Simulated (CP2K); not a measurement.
Runs of CP2K 2026.2 on SrO. Symmetry: Fm-3m, No. 225, cubic system. The conventional cell has a = 5.133 Å, b = 5.133 Å, c = 5.133 Å, α = 90.00°, β = 90.00°, γ = 90.00°. Sr (site symmetry m-3m) is surrounded by 6 O at 2.57 Å. O (site symmetry m-3m) is surrounded by 6 Sr at 2.57 Å. 

| task | level | potentials or basis | spin | k points reduced by the point group | points a segment of the path (NPOINTS) | bands added on the path | CUTOFF of the grids | cutoff of the non-local correlation (Ry) | gap on the mesh (eV) | pressure (GPa) |
| --- | --- | --- | --- | --- | --- | --- | --- | --- | --- | --- |
| band structure | PBE | GTH_POTENTIALS Sr GTH-PBE-q10, O GTH-PBE-q6; DZVP-MOLOPT-SR-GTH basis | off | yes | 8 | 2 | 600 Ry | - | (a) | 4.4 |
| single point | M06-L | POTENTIAL_UZH Sr GTH-PBE-q10, O GTH-PBE-q6; TZVP-MOLOPT-PBE-GTH basis | off | yes | - | - | 900 Ry | - | 3.66 | 4.7 |
| single point | rev-vdW-DF2 | POTENTIAL_UZH Sr GTH-PBE-q10, O GTH-PBE-q6; TZVP-MOLOPT-PBE-GTH basis | off | yes | - | - | 900 Ry | 300 | 3.50 | (b) |
| band structure | HLE16 | GTH_SOC_POTENTIALS Sr GTH-PBE-q10, O GTH-PBE-q6; DZVP-MOLOPT-SR-GTH basis | SOC, no magnetisation | - | 8 | 2 | 600 Ry | - | - | -6.6 |
| single point | PW91 | POTENTIAL_UZH Sr GTH-PBE-q10, O GTH-PBE-q6; TZVP-MOLOPT-PBE-GTH basis | off | yes | - | - | 900 Ry | - | 3.53 | 4.3 |
| single point | OLYP | POTENTIAL_UZH Sr GTH-PBE-q10, O GTH-PBE-q6; TZVP-MOLOPT-PBE-GTH basis | off | yes | - | - | 900 Ry | - | 3.78 | 6.9 |
| single point | PBE | POTENTIAL_UZH Sr GTH-PBE-q10, O GTH-PBE-q6; TZVP-MOLOPT-PBE-GTH basis | off | yes | - | - | 900 Ry | - | 3.52 | 4.7 |
| band structure | PBE | GTH_SOC_POTENTIALS Sr GTH-PBE-q10, O GTH-PBE-q6; DZVP-MOLOPT-SR-GTH basis | SOC, no magnetisation | - | 8 | 2 | 600 Ry | - | - | 4.4 |

Alike in all rows: cell as given; k mesh 9 × 9 × 9; smearing fermi-dirac 0.05 eV.

Problem. Estimate the missing entries.

Solution. (a) 3.47; (b) 2.9.

Caveats: the basis of atomic orbitals isn't converged, which shifts pressures, moduli and gaps; the potentials were made for another functional, which shifts forces and pressure (some runs); an odd mesh through Γ misses points on the zone boundary, where band edges often lie (some runs); the potentials were made for a functional far from this one (some runs).

A k mesh can miss the band edges, and rows without SOC leave out spin-orbit coupling on Sr.
